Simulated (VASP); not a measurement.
A run of VASP 6.6.1:

INCAR

```
SYSTEM = Li2O
  PREC = Accurate
  ENCUT = 520
  EDIFF = 1E-7
  ISMEAR = 0
  SIGMA = 0.02
  LREAL = .False.
  LASPH = .True.
  NELM = 80
  ALGO = Normal
  ISIF = 2
  LWAVE = .False.
  LCHARG = .True.
  GGA = PE
  LVHAR = .True.
  KPAR = 4
```

KPOINTS

```
Automatic mesh
0
Gamma
  10 10 10
  0 0 0
```

The input POSCAR:

```
Li2O                                    
1.0
   -0.0000000000      2.2798216766      2.2798216766
    2.2798216766     -0.0000000000      2.2798216766
    2.2798216766      2.2798216766      0.0000000000
  O               Li            
     1     2
Direct
     0.0000000000000000    0.0000000000000000    0.0000000000000000
     0.2500000000000000    0.2500000000000000    0.2500000000000000
     0.7500000000000000    0.7500000000000000    0.7500000000000000
```

Potentials or basis: VASP PAW PBE potentials, release 64 (O, Li_sv).

Launch:

```bash
$ cat potpaw_PBE.64/O/POTCAR potpaw_PBE.64/Li_sv/POTCAR > POTCAR
$ mpirun -np 4 vasp_std > vasp.out
```

Hardware: 4 MPI ranks on Intel(R) Xeon(R) 6975P-C (Granite Rapids), with other jobs on the host.

**Question.** How long does it take, and how much memory?

**Answer.** It took 2.1 s on 4 MPI ranks on Intel(R) Xeon(R) 6975P-C (Granite Rapids), with other jobs on the host, peak memory 0.12 GiB a rank. Counts: scf iterations 13, k points 47.
